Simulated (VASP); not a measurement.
```
NaBr
1.0
    0.00000     2.98500     2.98500
    2.98500     0.00000     2.98500
    2.98500     2.98500     0.00000
Na Br
1 1
Direct
  0.00000   0.00000   0.00000
  0.50000   0.50000   0.50000
```

All values below come from G0W0 on PBE orbitals, VASP's PBE PAW potentials (set 64) (plane waves; VASP). Settings: PREC = Normal, 500 eV cut-off, 4×4×4 Γ-centred mesh, Gaussian smearing of 0.010 eV, potentials Na_sv_GW Br_GW.

The mesh is coarse and the basis finite, so the quasiparticle values are not converged.

NBANDS = 160, ENCUTGW = 200 eV, NOMEGA = 64. The PBE levels (eV) that the step starts from are:

```csv
state,KS energy,filling
"k1 (0.00, 0.00, 0.00), band 5",-13.57,2
"k1 (0.00, 0.00, 0.00), band 6",-0.77,2
"k1 (0.00, 0.00, 0.00), band 7",-0.77,2
"k1 (0.00, 0.00, 0.00), band 8",-0.77,2
"k1 (0.00, 0.00, 0.00), band 9",3.38,0
"k1 (0.00, 0.00, 0.00), band 10",9.07,0
"k1 (0.00, 0.00, 0.00), band 11",9.07,0
"k1 (0.00, 0.00, 0.00), band 12",9.07,0
"k5 (0.50, 0.25, 0.00), band 5",-13.27,2
"k5 (0.50, 0.25, 0.00), band 6",-2.47,2
"k5 (0.50, 0.25, 0.00), band 7",-1.62,2
"k5 (0.50, 0.25, 0.00), band 8",-1.25,2
"k5 (0.50, 0.25, 0.00), band 9",6.22,0
"k5 (0.50, 0.25, 0.00), band 10",7.41,0
"k5 (0.50, 0.25, 0.00), band 11",8.37,0
"k5 (0.50, 0.25, 0.00), band 12",10.02,0
"k6 (-0.25, 0.25, 0.00), band 5",-13.31,2
"k6 (-0.25, 0.25, 0.00), band 6",-2.35,2
"k6 (-0.25, 0.25, 0.00), band 7",-1.65,2
"k6 (-0.25, 0.25, 0.00), band 8",-1.05,2
"k6 (-0.25, 0.25, 0.00), band 9",6.49,0
"k6 (-0.25, 0.25, 0.00), band 10",7.82,0
"k6 (-0.25, 0.25, 0.00), band 11",7.97,0
"k6 (-0.25, 0.25, 0.00), band 12",9.55,0
```

Q: Give the quasiparticle energies and renormalisation factors Z.

A: 
```tsv
state	QP energy (eV)	Z
k1 (0.00, 0.00, 0.00), band 5	-15.20	0.74
k1 (0.00, 0.00, 0.00), band 6	-2.58	0.79
k1 (0.00, 0.00, 0.00), band 7	-2.58	0.79
k1 (0.00, 0.00, 0.00), band 8	-2.58	0.79
k1 (0.00, 0.00, 0.00), band 9	4.13	0.84
k1 (0.00, 0.00, 0.00), band 10	9.89	0.83
k1 (0.00, 0.00, 0.00), band 11	9.89	0.83
k1 (0.00, 0.00, 0.00), band 12	9.89	0.83
k5 (0.50, 0.25, 0.00), band 5	-14.87	0.76
k5 (0.50, 0.25, 0.00), band 6	-4.47	0.78
k5 (0.50, 0.25, 0.00), band 7	-3.52	0.79
k5 (0.50, 0.25, 0.00), band 8	-3.13	0.79
k5 (0.50, 0.25, 0.00), band 9	7.06	0.83
k5 (0.50, 0.25, 0.00), band 10	8.30	0.82
k5 (0.50, 0.25, 0.00), band 11	9.16	0.82
k5 (0.50, 0.25, 0.00), band 12	11.02	0.81
k6 (-0.25, 0.25, 0.00), band 5	-14.90	0.75
k6 (-0.25, 0.25, 0.00), band 6	-4.31	0.78
k6 (-0.25, 0.25, 0.00), band 7	-3.56	0.79
k6 (-0.25, 0.25, 0.00), band 8	-2.90	0.79
k6 (-0.25, 0.25, 0.00), band 9	7.30	0.82
k6 (-0.25, 0.25, 0.00), band 10	8.87	0.82
k6 (-0.25, 0.25, 0.00), band 11	8.70	0.82
k6 (-0.25, 0.25, 0.00), band 12	10.58	0.82
```
On the mesh the gap opens from 4.15 to 6.72 eV.

The compound is NaBr in the rock salt structure. The cell was not relaxed at this level. The k-mesh is coarse (spacing up to 0.46 per Å, 2π included), so the numbers may not be converged in it.
